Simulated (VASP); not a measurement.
Input of a VASP 6.6.1 run:

Contents of INCAR:

```
PREC = Accurate
ENCUT = 600
EDIFF = 1E-7
ISMEAR = 0
SIGMA = 0.1
LREAL = F
LASPH = T
NELM = 60
ALGO = Normal
ISIF = 3
LWAVE = F
LCHARG = F
GGA = CA
IBRION = 2
NSW = 90
EDIFFG = -0.005
```

KPOINTS

```
Automatic mesh
0
Gamma
  14 10 10
```

POSCAR

```
Sb
1.0
    3.1224020000      0.0000000000      0.0000000000
    0.0000000000      4.3475180000      0.0000000000
   -0.0389150000      0.0000000000      4.4058520000
Sb
2
Direct
    0.9886110000      0.7500000000      0.7588340000
    0.0113890000      0.2500000000      0.2411660000
```

Potentials or basis: VASP PAW LDA potentials, release 64 (Sb).

Command:

```bash
$ cat potpaw_LDA.64/Sb/POTCAR > POTCAR
$ mpirun -np 1 vasp_std > vasp.out
```

(1) Predict the relaxed volume.

(2) Predict the relaxed cell.

(3) What does it give for the space group after relaxing (to 0.05 Å)?

(4) What does it give for the band gap on the k mesh?

Answers

(1) 28.20 Å³/atom.

(2) a = 3.047 Å, b = 4.302 Å, c = 4.303 Å, α = 90.00°, β = 90.02°, γ = 90.00°.

(3) Pm-3m (No. 221).

(4) none (metal or under the smearing width).
